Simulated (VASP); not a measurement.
# GaSe (P6_3/mmc) in VASP: settings compared

Aim: see how the results for GaSe move with the level of theory and the settings. Levels: PBE+D3(BJ), LDA. Tasks: relaxation of cell and atoms.

Everything below comes from runs of VASP 6.6.1. Logs are shortened: lines on timing, memory, paths and dates and some standing lists are left out, and cuts for length are marked.

### Step 1. The crystal as given

Symmetry: P6_3/mmc, No. 194, hexagonal system. Conventional cell: a = 3.771 Å, b = 3.771 Å, c = 15.971 Å, α = 90.00°, β = 90.00°, γ = 120.00°. Ga (site symmetry 3m) is surrounded by 1 Ga at 2.45 Å and 3 Se at 2.48 Å. Se (site symmetry 3m) has 3 Ga at 2.48 Å as nearest neighbours.

### Step 2. Relaxation of cell and atoms, PBE+D3(BJ)

File INCAR:

```
SYSTEM = GaSe
PREC = Accurate
ENCUT = 600
EDIFF = 1E-7
ISMEAR = 0
SIGMA = 0.03
LREAL = .False.
LASPH = .True.
NELM = 80
ALGO = Normal
ISIF = 3
LWAVE = .False.
LCHARG = .False.
GGA = PE
IVDW = 12
IBRION = 2
NSW = 90
EDIFFG = -0.005
KPAR = 4
```

File KPOINTS:

```
Automatic mesh
0
Gamma
  12 12 2
  0 0 0
```

File POSCAR:

```
GaSe                                    
1.0
    3.7709758337      0.0000000000     -0.0000000000
   -1.8854879168      3.2657608690     -0.0000000000
    0.0000000000      0.0000000000     15.9712918297
  Ga              Se            
     4     4
Direct
     0.3333333332999970    0.6666666667000030    0.1734410702058591
     0.6666666667000030    0.3333333332999970    0.6734410702058590
     0.3333333332999970    0.6666666667000030    0.3265589297941410
     0.6666666667000030    0.3333333332999970    0.8265589297941410
     0.3333333332999970    0.6666666667000030    0.5995059460791368
     0.6666666667000030    0.3333333332999970    0.0995059460791369
     0.3333333332999970    0.6666666667000030    0.9004940539208632
     0.6666666667000030    0.3333333332999970    0.4004940539208631
```

Potentials or basis: VASP PAW PBE potentials, release 64 (Ga_d, Se).

Launch:

```
$ cat potpaw_PBE.64/Ga_d/POTCAR potpaw_PBE.64/Se/POTCAR > POTCAR
$ mpirun -np 4 vasp_std > vasp.out
```

OUTCAR:

```text
SYSTEM = GaSe
   PREC = Accurate
   ENCUT = 600
   EDIFF = 1E-7
   ISMEAR = 0
   LREAL = .False.
   LASPH = .True.
   NELM = 80
   ISIF = 3
   GGA = PE
   IVDW = 12
   IBRION = 2
   NSW = 90
   EDIFFG = -0.005
 IVDW          = 12

 ion  position               nearest neighbor table
   1  0.333  0.667  0.173-   3 2.45   6 2.48   6 2.48   6 2.48
   2  0.667  0.333  0.673-   4 2.45   5 2.48   5 2.48   5 2.48
   3  0.333  0.667  0.327-   1 2.45   8 2.48   8 2.48   8 2.48
   4  0.667  0.333  0.827-   2 2.45   7 2.48   7 2.48   7 2.48
   5  0.333  0.667  0.600-   2 2.48   2 2.48   2 2.48
   6  0.667  0.333  0.100-   1 2.48   1 2.48   1 2.48
   7  0.333  0.667  0.900-   4 2.48   4 2.48   4 2.48
   8  0.667  0.333  0.400-   3 2.48   3 2.48   3 2.48

  LATTYP: Found a hexagonal cell.
 ALAT       =     3.7709758337
 C/A-ratio  =     4.2353206528

  Lattice vectors:

 A1 = (   3.7709758337,   0.0000000000,   0.0000000000)
 A2 = (  -1.8854879168,   3.2657608690,   0.0000000000)
 A3 = (   0.0000000000,   0.0000000000,  15.9712918297)

Analysis of symmetry for initial positions (statically):
=====================================================================
 Subroutine PRICEL returns:
 Original cell was already a primitive cell.

 Routine SETGRP: Setting up the symmetry group for a
 hexagonal supercell.

 Subroutine GETGRP returns: Found 24 space group operations
 (whereof 12 operations were pure point group operations)
 out of a pool of 24 trial point group operations.

The static configuration has the point symmetry D_3d.
 The point group associated with its full space group is D_6h.

Analysis of symmetry for dynamics (positions and initial velocities):
=====================================================================
 Subroutine PRICEL returns:
 Original cell was already a primitive cell.

 Routine SETGRP: Setting up the symmetry group for a
 hexagonal supercell.

 Subroutine GETGRP returns: Found 24 space group operations
 (whereof 12 operations were pure point group operations)
 out of a pool of 24 trial point group operations.

The dynamic configuration has the point symmetry D_3d.
 The point group associated with its full space group is D_6h.

 Subroutine INISYM returns: Found 24 space group operations
 (whereof 12 operations are pure point group operations),
 and found     1 'primitive' translations

----------------------------------------------------------------------------------------

                                     Primitive cell

  volume of cell :     196.6881

  direct lattice vectors                    reciprocal lattice vectors
     3.770975834  0.000000000  0.000000000     0.265183349  0.153103678  0.000000000
    -1.885487917  3.265760869  0.000000000     0.000000000  0.306207356  0.000000000
     0.000000000  0.000000000 15.971291830     0.000000000  0.000000000  0.062612343

  length of vectors
     3.770975834  3.770975834 15.971291830     0.306207356  0.306207356  0.062612343

  position of ions in fractional coordinates (direct lattice)
     0.333333333  0.666666667  0.173441070
     0.666666667  0.333333333  0.673441070
     0.333333333  0.666666667  0.326558930
     0.666666667  0.333333333  0.826558930
     0.333333333  0.666666667  0.599505946
     0.666666667  0.333333333  0.099505946
     0.333333333  0.666666667  0.900494054
     0.666666667  0.333333333  0.400494054

  ion indices of the primitive-cell ions
   primitive index   ion index
                 1           1
                 2           2
                 3           3
                 4           4
                 5           5
                 6           6
                 7           7
                 8           8

----------------------------------------------------------------------------------------

[... 91 lines left out ...]
  Fermi-wavevector in a.u.,A,eV,Ry     =   1.192395  2.253299 19.344827  1.421805
  Thomas-Fermi vector in A             =   2.328434
   LORBIT       =      0    0 simple, 1 ext, 2 COOP (PROOUT), +10 PAW based schemes
   GGA     = PE    functional components
   LHFCALC =     F    Hartree Fock is set to
   AEXX    =    0.0000 exact exchange contribution
   IVDW    =    12    specifies the selected vdW correction
   LEPSILON=     F    determine dielectric tensor
   LRPA    =     F    only Hartree local field effects (RPA)
 conjugate gradient relaxation of ions
 non-spin polarized calculation
 Gauss-broadening in eV      SIGMA  =   0.03
  energy-cutoff  :      600.00
  volume of cell :      196.69
 maximum number of plane-waves:      6607
   NGX = 15   NGY = 15   NGZ = 63

--------------------------------------- Ionic step        1  -------------------------------------------

 number of electron      75.9999991 magnetization

 Free energy of the ion-electron system (eV)
  ---------------------------------------------------
  ext. energy  EPLUGINS =         0.00000000
  ---------------------------------------------------
  free energy    TOTEN  =       -30.23557474 eV

  energy without entropy =      -30.23557474  energy(sigma->0) =      -30.23557474

------------------------ aborting loop because EDIFF is reached ----------------------------------------

 Edisp (eV)   -2.32024

 E8    (eV) :    -1.0194

  FORCE on cell =-STRESS in cart. coord.  units (eV):
  Direction    XX          YY          ZZ          XY          YZ          ZX
  --------------------------------------------------------------------------------------
  -------------------------------------------------------------------------------------
  Total      -0.00019    -0.00019    -0.04777    -0.00000     0.00000     0.00000
  in kB      -0.00156    -0.00156    -0.38915    -0.00000     0.00000     0.00000
  external pressure =       -0.13 kB  Pullay stress =        0.00 kB

 VOLUME and BASIS-vectors are now :
 -----------------------------------------------------------------------------
  energy-cutoff  :      600.00
  volume of cell :      196.69
      direct lattice vectors                 reciprocal lattice vectors
     3.770975834  0.000000000  0.000000000     0.265183349  0.153103678  0.000000000
    -1.885487917  3.265760869  0.000000000     0.000000000  0.306207356  0.000000000
     0.000000000  0.000000000 15.971291830     0.000000000  0.000000000  0.062612343

 POSITION                                       TOTAL-FORCE (eV/Angst)
 -----------------------------------------------------------------------------------
     -0.00000      2.17717      2.77008        -0.000000      0.000000      0.007027
      1.88549      1.08859     10.75572        -0.000000     -0.000000      0.007027
     -0.00000      2.17717      5.21557        -0.000000      0.000000     -0.007027
      1.88549      1.08859     13.20121        -0.000000     -0.000000     -0.007027
     -0.00000      2.17717      9.57488         0.000000     -0.000000      0.000259
      1.88549      1.08859      1.58924         0.000000     -0.000000      0.000259
     -0.00000      2.17717     14.38205         0.000000      0.000000     -0.000259
      1.88549      1.08859      6.39641         0.000000      0.000000     -0.000259
 -----------------------------------------------------------------------------------
    total drift:                               -0.000000      0.000000      0.000000

  FREE ENERGIE OF THE ION-ELECTRON SYSTEM (eV)
  ---------------------------------------------------
  free  energy   TOTEN  =       -32.5558176842 eV

  energy  without entropy=      -32.5558176842  energy(sigma->0) =      -32.55581768

--------------------------------------- Ionic step        2  -------------------------------------------

 number of electron      75.9999991 magnetization

 Free energy of the ion-electron system (eV)
  ---------------------------------------------------
  ext. energy  EPLUGINS =         0.00000000
  ---------------------------------------------------
  free energy    TOTEN  =       -30.23482217 eV

  energy without entropy =      -30.23482217  energy(sigma->0) =      -30.23482217

 E-fermi :   3.5427     XC(G=0):  -9.2442

 val. band max:        3.4142391077   @ k =   0.0000   0.0000   0.0000
 cond. band min:       4.2614374148   @ k =   0.0000   0.0000   0.0000
 fundamental gap:      0.8471983071
 Fermi energy:         3.5426781875

 k-point     1 :       0.0000    0.0000    0.0000
  band No.  band energies     occupation
      1     -11.7794      2.00000
      2     -11.7792      2.00000
      3     -11.6583      2.00000
      4     -11.6583      2.00000
      5     -11.6582      2.00000
      6     -11.6582      2.00000
[... 1141 lines left out ...]
     44       7.4649      0.00000
     45       7.6784      0.00000

 [... further k-points ...]

------------------------ aborting loop because EDIFF is reached ----------------------------------------

 Edisp (eV)   -2.32101

 E8    (eV) :    -1.0197

  FORCE on cell =-STRESS in cart. coord.  units (eV):
  Direction    XX          YY          ZZ          XY          YZ          ZX
  --------------------------------------------------------------------------------------
  -------------------------------------------------------------------------------------
  Total       0.00654     0.00654     0.00930     0.00000     0.00000    -0.00000
  in kB       0.05327     0.05327     0.07575     0.00000     0.00000    -0.00000
  external pressure =        0.06 kB  Pullay stress =        0.00 kB

 VOLUME and BASIS-vectors are now :
 -----------------------------------------------------------------------------
  energy-cutoff  :      600.00
  volume of cell :      196.63
      direct lattice vectors                 reciprocal lattice vectors
     3.770971489 -0.000000000  0.000000000     0.265183654  0.153103854  0.000000000
    -1.885485745  3.265757107 -0.000000000     0.000000000  0.306207708  0.000000000
     0.000000000  0.000000000 15.966690644    -0.000000000  0.000000000  0.062630386

 POSITION                                       TOTAL-FORCE (eV/Angst)
 -----------------------------------------------------------------------------------
     -0.00000      2.17717      2.76962        -0.000000     -0.000000     -0.001948
      1.88549      1.08859     10.75296        -0.000000     -0.000000     -0.001948
     -0.00000      2.17717      5.21373         0.000000      0.000000      0.001948
      1.88549      1.08859     13.19707        -0.000000     -0.000000      0.001948
     -0.00000      2.17717      9.57214         0.000000      0.000000      0.000247
      1.88549      1.08859      1.58879        -0.000000      0.000000      0.000247
     -0.00000      2.17717     14.37790         0.000000      0.000000     -0.000247
      1.88549      1.08859      6.39455         0.000000     -0.000000     -0.000247
 -----------------------------------------------------------------------------------
    total drift:                               -0.000000      0.000000      0.000000

  FREE ENERGIE OF THE ION-ELECTRON SYSTEM (eV)
  ---------------------------------------------------
  free  energy   TOTEN  =       -32.5558277955 eV

  energy  without entropy=      -32.5558277955  energy(sigma->0) =      -32.55582780

 reached required accuracy - stopping structural energy minimisation
```

It took 3.2 min on 4 MPI ranks of Intel Xeon Platinum 8488C (Sapphire Rapids), shared host; peak memory 0.57 GiB.

What came out:

```
Free energy                            : -32.5558 eV
Relaxed volume                         : 24.58 Å³/atom
Relaxed cell                           : a = 3.771 Å, b = 3.771 Å, c = 15.967 Å, α = 90.00°, β = 90.00°, γ = 120.00°
Space group after relaxing (to 0.05 Å) : P6_3/mmc (No. 194)
Energy gained by relaxing              : 0.0 meV/atom
Ionic steps                            : 2
Pressure after relaxing                : 0.0 GPa
Band gap on the k mesh                 : 0.85 eV, direct
Dispersion energy per atom             : -0.290 eV
```

Final structure:
```
Ga Se
1.0
     3.77097    0.00000    0.00000
    -1.88549    3.26576    0.00000
     0.00000    0.00000   15.96669
Ga Se
4 4
Cartesian
  0.0000 2.1772 2.7696
  1.8855 1.0886 10.7530
  0.0000 2.1772 5.2137
  1.8855 1.0886 13.1971
  0.0000 2.1772 9.5721
  1.8855 1.0886 1.5888
  0.0000 2.1772 14.3779
  1.8855 1.0886 6.3946
```

Levels at points of the mesh, in eV from the valence-band top:
```
           k point  band 35  band 36  band 37  band 38  band 39  band 40  band 41  band 42
(0.00, 0.00, 0.00)    -1.32    -1.20    -1.20     0.00     0.85     1.86     2.12     2.24
(0.50, 0.00, 0.00)    -2.46    -2.36    -2.28    -1.85     1.01     1.25     1.79     1.82
(0.00, 0.00, 0.50)    -1.24    -1.24    -0.90    -0.90     1.51     1.51     2.17     2.17
(0.50, 0.00, 0.50)    -2.43    -2.43    -2.16    -2.16     1.35     1.35     1.57     1.57
```

### Step 3. Relaxation of cell and atoms, LDA

This run uses another cell than the first one, of 24.13 Å³/atom, 0.981 times its volume.

File INCAR:

```
PREC = Accurate ; ENCUT = 600
EDIFF = 1E-6 ; ISMEAR = 0
SIGMA = 0.03 ; LREAL = F
LASPH = T ; NELM = 80
ALGO = Normal ; ISIF = 3
LWAVE = F ; LCHARG = F
IBRION = 2 ; NSW = 90
EDIFFG = -0.01 ; KPAR = 2
```

File KPOINTS:

```
regular mesh
0
Gamma
  12 12 2
```

File POSCAR:

```
GaSe
1.0
    3.7420000000      0.0000000000      0.0000000000
   -1.8710000000      3.2406670610      0.0000000000
    0.0000000000      0.0000000000     15.9190000000
Ga Se
4 4
Direct
    0.3333333333      0.6666666667      0.1770000000
    0.6666666667      0.3333333333      0.6770000000
    0.3333333333      0.6666666667      0.3230000000
    0.6666666667      0.3333333333      0.8230000000
    0.3333333333      0.6666666667      0.6000000000
    0.6666666667      0.3333333333      0.1000000000
    0.3333333333      0.6666666667      0.9000000000
    0.6666666667      0.3333333333      0.4000000000
```

Potentials or basis: VASP PAW LDA potentials, release 64 (Ga_d, Se).

Launch:

```
$ cat potpaw_LDA.64/Ga_d/POTCAR potpaw_LDA.64/Se/POTCAR > POTCAR
$ mpirun -np 2 vasp_std > vasp.out
```

It took 15 min on 2 MPI ranks of Intel Xeon 6975P-C (Granite Rapids), shared host; peak memory 0.48 GiB.

The run converged. Its results:

| Quantity | Value |
| --- | --- |
| Free energy | -35.4074 eV |
| Relaxed volume | 23.53 Å³/atom |
| Relaxed cell | a = 3.714 Å, b = 3.714 Å, c = 15.755 Å, α = 90.00°, β = 90.00°, γ = 120.00° |
| Space group after relaxing (to 0.05 Å) | P6_3/mmc (No. 194) |
| Energy gained by relaxing | 18.1 meV/atom |
| Ionic steps | 16 |
| Pressure after relaxing | 0.0 GPa |
| Largest force after relaxing | 0.005 eV/Å |
| Band gap on the k mesh | 0.86 eV, direct |

Forces in eV/Å, atoms in the order of the input:
```
Ga   0.000  0.000  0.001
Ga   0.000  0.000  0.001
Ga   0.000  0.000 -0.001
Ga   0.000  0.000 -0.001
Se   0.000  0.000 -0.005
Se   0.000  0.000 -0.005
Se   0.000  0.000  0.005
Se   0.000  0.000  0.005
```

The path:
```tsv
step	energy change (eV)	largest force (eV/Å)	pressure (GPa)	volume (Å³)
1	0.0000	1.2233	-1.67	193.04
2	-0.0839	0.6005	1.81	186.09
3	-0.1401	0.0780	0.32	188.77
4	-0.1401	0.1007	0.25	188.85
5	-0.1421	0.0510	-0.14	189.85
6	-0.1422	0.0476	-0.12	189.91
7	-0.1422	0.0411	-0.19	190.05
8	-0.1429	0.0348	-0.04	189.74
9	-0.1429	0.0385	0.01	189.72
10	-0.1429	0.0358	0.00	189.74
11	-0.1432	0.0326	0.00	189.63
12	-0.1433	0.0308	-0.02	189.56
13	-0.1437	0.0249	0.00	189.41
14	-0.1442	0.0137	-0.02	189.12
15	-0.1447	0.0089	-0.02	188.54
16	-0.1448	0.0050	0.03	188.20
```

Final structure:
```xyz
8
Lattice="3.7139 0.0000 0.0000 -1.8570 3.2164 0.0000 0.0000 0.0000 15.7551" Properties=species:S:1:pos:R:3 pbc="T T T"
Ga    0.0000    2.1442    2.7357
Ga    1.8570    1.0721   10.6132
Ga    0.0000    2.1442    5.1419
Ga    1.8570    1.0721   13.0194
Se    0.0000    2.1442    9.4475
Se    1.8570    1.0721    1.5699
Se    0.0000    2.1442   14.1852
Se    1.8570    1.0721    6.3076
```

Levels at points of the mesh, in eV from the valence-band top:
| k point | band 34 | band 35 | band 36 | band 37 | band 38 | band 39 | band 40 | band 41 | band 42 | band 43 |
| --- | --- | --- | --- | --- | --- | --- | --- | --- | --- | --- |
| (0.00, 0.00, 0.00) | -1.37 | -1.37 | -1.23 | -1.23 | 0.00 | 0.86 | 1.88 | 2.06 | 2.22 | 3.85 |
| (0.50, 0.00, 0.00) | -2.72 | -2.66 | -2.48 | -2.39 | -1.98 | 0.89 | 1.06 | 1.64 | 1.80 | 3.46 |
| (0.00, 0.00, 0.50) | -1.27 | -1.27 | -1.27 | -0.99 | -0.99 | 1.55 | 1.55 | 2.12 | 2.12 | 3.90 |
| (0.50, 0.00, 0.50) | -2.68 | -2.56 | -2.56 | -2.32 | -2.32 | 1.23 | 1.23 | 1.46 | 1.46 | 3.32 |

A k mesh can miss the band edges. LDA usually gives volumes a few per cent too small.
